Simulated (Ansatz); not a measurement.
**Formation energy and levels of the complex V_N-H in BN (F-43m)**

Wanted: the transition levels of a complex in BN (F-43m), from a cell of 72 host atoms with 1 N taken out and 1 H put in.

Calculated with Ansatz 0.2.0; place-levels on PBEsol runs: charge-transition levels and formation energies with image-charge correction and potential alignment at the atomic sites.

Report form: the programs' logs are mostly left out.

## 1. Set-up

The cell holds 72 atoms: 36 B, 35 N and 1 H. Cell: a = 7.649 Å, b = 7.649 Å, c = 10.199 Å, α = 60.0°, β = 60.0°, γ = 60.0°. It derives from BN (space group F-43m). Nearest the centre at fractional (0.417, 0.417, 0.562): H72 at 0.14 Å, B60 at 1.56 Å, B44 at 1.56 Å, B38 at 1.56 Å, B37 at 1.56 Å, N61 at 2.55 Å, N45 at 2.55 Å, N39 at 2.55 Å.

Screening for the image-charge correction: ε∞ = 4.63, ε0 = 6.91, computed on the host (DFPT, PBEsol).

The cell's shortest repeat is 7.6 Å.

## 2. Charge states

A transition level is the Fermi level at which two charge states cost the same, so each charge needs its own total energy, at its own relaxed structure.

Each atom starts 0.08 Å or so off its site in a random direction. Forces are taken at one point at (¼, ¼, ¼). The cell holds 1 electron fewer than the neutral one, with a uniform background that keeps it neutral on the whole. The electron count is odd, so at least one spin is unpaired; this run locks the moment at 1 μB.

One state's input; the others differ in charge, spin, start and seed, and in occupations where the table says so.

Contents of qp1_M1.relax/input.yaml:

```yaml
crystal:
  lattice:
    - [0.0, 1.8028977, 1.8028977]
    - [1.8028977, 0.0, 1.8028977]
    - [1.8028977, 1.8028977, 0.0]
  atoms:
    - { symbol: B, position: [0.0, 0.0, 0.0] }
    - { symbol: "N", position: [0.25, 0.25, 0.25] }
  supercell: [3, 3, 4]
  defects:
    - { vacancy: 37 }
    - { interstitial: { symbol: H, position: [0.424066, 0.394467, 0.56805] } }
total_charge: 1
basis:
  ecutwfc: 420
  xc_grid: 2
hamiltonian:
  xc: pbesol
kpoints:
  mp_grid: { grid: [1, 1, 1], shift: [0.25, 0.25, 0.25] }
magnetization:
  spin_polarized: true
  initial_magnetization: 1
  spin_locking: { lock_magnetization: hard }
scf:
  occupations: { method: fixed }
  max_iter: 80
output:
  forces: true
  charged_corrections:
    epsilon: 4.63
    static_epsilon: 6.91
    defect_position: [0.416667, 0.416667, 0.5625]
relax:
  f_tol: 0.01
  max_steps: 80
  random_displacement: { amplitude: 0.08, seed: 9785 }
checkpoint:
  write: "../qp1_M1.relax.run"
  compress: false
  write_wavefunctions: true
  write_every: 100000
```

The run is started by

```sh
ansatz run input.yaml --threads 2 --pin off --max-ram 3768MiB --backend cpu --events-out ev --progress --plain --runs-dir out
```

The relaxed structure is kept and the sampling changed to a 2×2×2 shifted mesh.

The run of this state that the levels use, under PBEsol:

Contents of qp1_M1.point/input.yaml:

```yaml
crystal:
  checkpoint: "../qp1_M1.relax.run"
  host: checkpoint
total_charge: 1
basis:
  ecutwfc: 420
  xc_grid: 2
hamiltonian:
  xc: pbesol
kpoints:
  mp_grid: { grid: [2, 2, 2], shift: [0.5, 0.5, 0.5] }
magnetization:
  spin_polarized: true
  initial_magnetization: 1
  spin_locking: { lock_magnetization: hard }
scf:
  occupations: { method: fermi_dirac, width: 0.01 }
  max_iter: 80
output:
  forces: true
  eigenvalues: true
  charged_corrections:
    epsilon: 4.63
    static_epsilon: 6.91
    defect_position: [0.416667, 0.416667, 0.5625]
  eigenstates: { localisation: true }
  populations: true
  efg: {}
checkpoint:
  read: "../qp1_M1.relax.run"
  write: "../qp1_M1.point.run"
  compress: false
  write_wavefunctions: false
  write_every: 100000
```

Relaxations under PBEsol at one point at (¼, ¼, ¼); times on 2 threads of AMD EPYC 7R43, shared host:

```tsv
charge	moment (μB)	occupations	outcome	steps	largest displacement against the far atoms (Å)	time
0	0	fixed	converged	14	0.62	1.9 min
0	2	fixed	converged	14	0.38	4.2 min
+1	1	fixed	converged	19	0.43	6.2 min
+2	0	fixed	converged	11	0.25	1.8 min
+2	2	fixed	converged	9	0.42	3.3 min
+3	1	fixed	converged	14	0.25	4.5 min
```

Single points under PBEsol at a 2×2×2 shifted mesh; times on 2 threads of AMD EPYC 7R43, shared host:

```tsv
charge	moment (μB)	occupations	outcome	time
0	0	fermi-dirac	converged	66 s
0	2	fermi-dirac	converged	2.5 min
+1	1	fermi-dirac	converged	2.3 min
+2	0	fermi-dirac	converged	62 s
+2	2	fermi-dirac	converged	2.6 min
+3	1	fermi-dirac	converged	2.8 min
```

Distances (Å) from the ideal centre to the nearest atoms after relaxation with PBEsol:

```tsv
charge	moment (μB)	1.	2.	3.	4.	5.	6.
0	0	H 0.65	B 1.61	B 1.62	B 1.63	B 1.78	N 2.50
0	2	H 0.42	B 1.65	B 1.67	B 1.68	B 1.68	N 2.50
+1	1	H 0.44	B 1.69	B 1.72	B 1.73	B 1.74	N 2.52
+2	0	H 0.13	B 1.73	B 1.73	B 1.80	B 1.80	N 2.53
+2	2	H 0.45	B 1.70	B 1.73	B 1.74	B 1.74	N 2.52
+3	1	H 0.13	B 1.73	B 1.73	B 1.78	B 1.81	N 2.53
```

## 3. Levels against the band edges, PBEsol

A charged cell interacts with its images and the background, and its potential has another zero than the host's. place-levels removes the first by a point-charge model, screened by the static dielectric constant since the ions have relaxed around the charge, and the second by comparing potentials at atoms far from the defect.

The host is a run of the defect-free crystal in the same cutoffs, grids and k-points, so that basis and sampling errors cancel in part in the differences. The host is run in a cell of 2 atoms on a matching mesh. Its band edges are searched through the zone by a band path, so the gap is smaller than, or equal to, that on the mesh. Chemical potentials are energies per atom of N (N2 molecule) and H (H2 molecule), run with the same functional and cutoff.

Contents of levels.point.yaml:

```yaml
host:
  run: host.point.run
states: [q0.point.run, q0_M2.point.run, qp1_M1.point.run, qp2.point.run, qp2_M2.point.run, qp3_M1.point.run]
geometry_from:
  q0.point.run: q0.relax.run
  q0_M2.point.run: q0_M2.relax.run
  qp1_M1.point.run: qp1_M1.relax.run
  qp2.point.run: qp2.relax.run
  qp2_M2.point.run: qp2_M2.relax.run
  qp3_M1.point.run: qp3_M1.relax.run
  host.point.run: host.relax.run
chemical_potentials:
  "N":
    energy: -378.471758
    dataset: "<sha256 of the dataset>"
  H:
    energy: -15.609288
    dataset: "<sha256 of the dataset>"
```

The run is started by

```sh
ansatz place-levels levels.point.yaml -- --threads 2 --pin off --max-ram 3768MiB
```

The job ended after 0.77 s (2 threads of AMD EPYC 7R43, shared host).

Levels between the charges placed, in eV above the valence top:

```tsv
	gap (eV)	(+3/+2)	(+2/+1)	(+1/0)
PBEsol	4.26	-0.03	2.07	2.51
```

Corrections by state:

```tsv
charge	moment (μB)	image terms and alignment (eV)	band filling (eV)	ε used	over the lowest of its charge, as the program ranks them, band filling apart (eV)
+3	1.0	2.013	-1.700	6.91	0.000
+2	0.0	0.968	-	6.91	0.000
+1	1.0	0.133	-	6.91	0.000
0	0.0	0.000	-	-	0.000
+2	2.0	0.588	-	6.91	3.231
0	2.0	0.000	-	-	0.920
```

From the program's caveats on the states, each cut to its opening words:

- charge +3 (1 μB), +2, +1 (1 μB), +2 (2 μB): how wide its charge is, is not read beside other atoms or cores, and a band state would take no correction
- charge +3 (1 μB): a band-filling correction moves a carrier to the host's band edge, which changes its energy by -1.700 eV
- charge +3 (1 μB): the host's ions (past the first shell or, of a walk that freed a part, those that it held) aren't shown at rest: they stand up to 0.035 Å off their sites, 0.31 [...]
- charge +3 (1 μB): the far atoms show a dipole or second moment of the defect's charge, for which the correction takes or leaves out 0.2 eV: further moments aren't read, and the [...]
- charge +3 (1 μB): its sublattices stand up to 0.0070 Å off the host's, which by the two runs' forces adds about +0.05 eV to its energy against the host's, and moves the band [...]
- charge +3 (1 μB): its displacements don't fall off away from the defect: farther atoms stand 0.011 Å off the host's places
- charge +3 (1 μB): its moments are held at its close (magnetization.spin_locking), by a field of 0.154 eV a Bohr magneton, and its energy and levels are of the state that this [...]
- charge +2: its alignment with the host at atomic sites is doubtful: the mean over the far sites moves by -0.1490 eV from their farther parts to their nearer, more than [...]
- charge +2: the far atoms show a dipole or second moment of the defect's charge, for which the correction takes or leaves out 0.126 eV: further moments aren't read, and [...]
- charge +1 (1 μB): its alignment with the host at atomic sites is doubtful: the mean over the far sites moves by -0.0831 eV from their farther parts to their nearer, more than [...]
- charge +2 (2 μB): the host's ions (past the first shell or, of a walk that freed a part, those that it held) aren't shown at rest: they stand up to 0.037 Å off their sites, 0.24 [...]
- charge +2 (2 μB): its sublattices stand up to 0.0062 Å off the host's, which by the two runs' forces adds about +0.05 eV to its energy against the host's, and moves the band [...]
- charge +2 (2 μB): its moments are held at its close (magnetization.spin_locking), by a field of 1.689 eV a Bohr magneton, and its energy and levels are of the state that this [...]

The host's formation energy from the elements is -1.349 eV per atom; it sets how far the chemical potentials can move.

Limit set by the element alone; other compounds of these elements are not counted. Chemical potentials from the elements' reference states: B 0.00 eV, N -2.70 eV, H 0.00 eV. Formation energy by charge state (B-rich; gap 4.26 eV):

```tsv
charge	at valence top (eV)	at conduction bottom (eV)	correction included (eV)
+3	0.73	13.52	0.31
+2	0.70	9.22	0.97
+1	2.77	7.03	0.13
0	5.28	5.28	0.00
```

```
Fermi level (eV)  lowest formation energy (eV)
            0.00                          0.70
            0.39                          1.47
            0.77                          2.25
            1.16                          3.02
            1.55                          3.79
            1.94                          4.57
            2.33                          5.09
            2.71                          5.28
            3.10                          5.28
            3.49                          5.28
            3.87                          5.28
            4.26                          5.28
```

Limit set by the element alone; other compounds of these elements are not counted. Chemical potentials from the elements' reference states: N 0.00 eV, B -2.70 eV, H 0.00 eV. Formation energies (N-rich), with the Fermi level at the valence top and at the conduction bottom (gap 4.26 eV):

```tsv
charge	at valence top (eV)	at conduction bottom (eV)	correction included (eV)
+3	3.43	16.21	0.31
+2	3.39	11.92	0.97
+1	5.46	9.73	0.13
0	7.98	7.98	0.00
```

```json
{"Fermi level (eV)": "0.00", "lowest formation energy (eV)": "3.39"}
{"Fermi level (eV)": "0.39", "lowest formation energy (eV)": "4.17"}
{"Fermi level (eV)": "0.77", "lowest formation energy (eV)": "4.94"}
{"Fermi level (eV)": "1.16", "lowest formation energy (eV)": "5.72"}
{"Fermi level (eV)": "1.55", "lowest formation energy (eV)": "6.49"}
{"Fermi level (eV)": "1.94", "lowest formation energy (eV)": "7.27"}
{"Fermi level (eV)": "2.33", "lowest formation energy (eV)": "7.79"}
{"Fermi level (eV)": "2.71", "lowest formation energy (eV)": "7.98"}
{"Fermi level (eV)": "3.10", "lowest formation energy (eV)": "7.98"}
{"Fermi level (eV)": "3.49", "lowest formation energy (eV)": "7.98"}
{"Fermi level (eV)": "3.87", "lowest formation energy (eV)": "7.98"}
{"Fermi level (eV)": "4.26", "lowest formation energy (eV)": "7.98"}
```

## 4. The same at the relaxations' own k-points

The relaxations' own energies give the levels at their sampling, for comparison.

Contents of levels.relax_mesh.yaml:

```yaml
host:
  run: host.relax.run
states: [q0.relax.run, q0_M2.relax.run, qp1_M1.relax.run, qp2.relax.run, qp2_M2.relax.run, qp3_M1.relax.run]
chemical_potentials:
  "N":
    energy: -378.471758
    dataset: "<sha256 of the dataset>"
  H:
    energy: -15.609288
    dataset: "<sha256 of the dataset>"
```

The run is started by

```sh
ansatz place-levels levels.relax_mesh.yaml -- --threads 2 --pin off --max-ram 3768MiB
```

Elapsed: 0.42 s, on 2 threads.

Levels between neighbouring charges, in eV above the valence top:

```tsv
	gap (eV)	(+3/+2)	(+2/+1)	(+1/0)
one point at (¼, ¼, ¼)	4.25	-0.06	2.11	2.47
a 2×2×2 shifted mesh	4.26	-0.03	2.07	2.51
```

Going from one point at (¼, ¼, ¼) to a 2×2×2 shifted mesh moves the levels that carry no band-filling term by up to 0.05 eV and formation energies against the elements by up to 0.47 eV; band-filling terms, which differ between samplings, are in these energies.

## 5. What a wrong or other choice does

The levels are placed again with one choice changed, to see how much they rest on it.

levels.try0.yaml is levels.point.yaml with these lines changed:

```diff
+epsilon: 500.0
+static_epsilon: 500.0
```

The run is started by

```sh
ansatz place-levels levels.try0.yaml -- --threads 2 --pin off --max-ram 3768MiB
```

The change: a very large dielectric constant, which removes the point-charge term and changes the alignment.

Levels in eV above the valence top; the changed ones are not the defect's:

```tsv
	gap (eV)	(+3/+2)	(+2/+1)	(+1/0)
changed	4.26	-0.03	2.83	2.77
as set up	4.26	-0.03	2.07	2.51
```

The largest shift is 0.76 eV, band-filling terms included.

## 6. A changed set-up

levels.try1.yaml is levels.point.yaml with these lines changed:

```diff
+epsilon: 6.16
+static_epsilon: 9.19
```

The run is started by

```sh
ansatz place-levels levels.try1.yaml -- --threads 2 --pin off --max-ram 3768MiB
```

The change: dielectric constants a third too high.

Levels in eV above the valence top; the changed ones are not the defect's:

```tsv
	gap (eV)	(+3/+2)	(+2/+1)	(+1/0)
changed	4.26	-0.03	2.26	2.58
as set up	4.26	-0.03	2.07	2.51
```

The largest shift is 0.19 eV, band-filling terms included.

## 7. What came out

```
gap of the host                                                          : 4.26 eV (PBEsol)
level (plus 3/plus 2)                                                    : 0.03 eV below the valence top (-1.73 eV above the valence top without the band-filling term)
level (plus 2/plus 1)                                                    : 2.07 eV above the valence top
level (plus 1/0)                                                         : 2.51 eV above the valence top
lowest of the charges placed, just above the valence top (0.02 eV)       : +2
lowest of the charges placed, just below the conduction bottom (0.02 eV) : 0
lowest formation energy at mid-gap of the charges run, B-rich            : 4.90 eV
lowest formation energy at mid-gap of the charges run, N-rich            : 7.60 eV
```

In words: Of the charges placed (0, +1, +2 and +3), the lowest changes at 2.07 eV (+2/+1) and 2.51 eV (+1/0) above the valence top, in a gap of 4.26 eV. Charges below 0 were not placed, so these runs say nothing of levels that involve them. States placed: +3 at 1 μB; +2 at 0 μB and 2 μB; +1 at 1 μB; 0 at 0 μB and 2 μB. Other spin states or structures, where not listed, weren't placed. The program finds carriers beyond a band edge of the host and adds a band-filling term at charge +3 (-1.70 eV); steps to such a charge show no bound level, and a defect level inside a band would be read the same way. Corrections reach 2.0 eV, so the cell is small for these charges and their levels are rough. H is taken at its element; compounds, which aren't counted here, bound the chemical potentials and would shift these formation energies. Going from one point at (¼, ¼, ¼) to a 2×2×2 shifted mesh moves the levels that carry no band-filling term by up to 0.05 eV and formation energies against the elements by up to 0.47 eV; band-filling terms, which differ between samplings, are in these energies. The program doubts the alignment of potentials for at least one state, a sign that the cell is small. Limits: the images are only 7.6 Å apart; PBEsol makes the gap too small and tends to spread out bound carriers; where a gas molecule sets a chemical potential or the host's formation energy, its binding is uncorrected; force components of up to 0.44 eV/Å remain in a run at the final settings.

[Logs are printed without paths, hosts, clocks, repeated set-up lines and the standing remarks that a program may print on its own settings, such as how far it seeks lower states.]

[Hosts, paths, dates, database ids (printed as entryN), source tags and the programs' standing remarks are cut or masked in the printed files.]

[Where a table of states has a column of steps, it counts the stored structures, which are thinned; the runs took as many ionic steps or more.]

[A defect's name tells the site on which it was built; relaxed atoms can leave that site.]

[For some hosts the program warned that the k-mesh of the response run may be too coarse for force constants and the static dielectric constant; such warnings are not shown here.]
